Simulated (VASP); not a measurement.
NaH:

```
Na H
1.0
     0.00000    2.41604    2.41604
     2.41604    0.00000    2.41604
     2.41604    2.41604    0.00000
Na H
1 1
Direct
  0.00000 0.00000 0.00000
  0.50000 0.50000 0.50000
```

```yaml
Program: VASP 6.6.1
Task: relaxation of cell and atoms
Functional: LDA
Potentials_or_basis: VASP PAW LDA potentials, release 64 (Na_pv, H)
Cutoff: 600 eV
k_mesh: 8 × 8 × 8
Occupations: gaussian, width 0.02 eV
Spin: no spin polarisation
```

At the start: pressure -2.1 GPa; volume 14.10 Å³/atom.

Q: Where does the relaxation end?

A: Over 4 steps the energy falls by 8.4 meV/atom and the volume is 12.88 Å³/atom (-8.6 %); space group Fm-3m (No. 225, to 0.05 Å).

Step by step:
```csv
step,energy change (eV),largest force (eV/Å),pressure (GPa),volume (Å³)
1,0.0000,0.0000,-2.13,28.21
2,-0.0086,0.0000,-1.71,27.45
3,-0.0159,0.0000,0.58,25.26
4,-0.0169,0.0000,0.06,25.77
```

Final structure:
```
CELL_PARAMETERS angstrom
0.00000 2.34430 2.34430
2.34430 0.00000 2.34430
2.34430 2.34430 0.00000
ATOMIC_POSITIONS crystal
Na 0.00000 0.00000 0.00000
H 0.50000 0.50000 0.50000
```
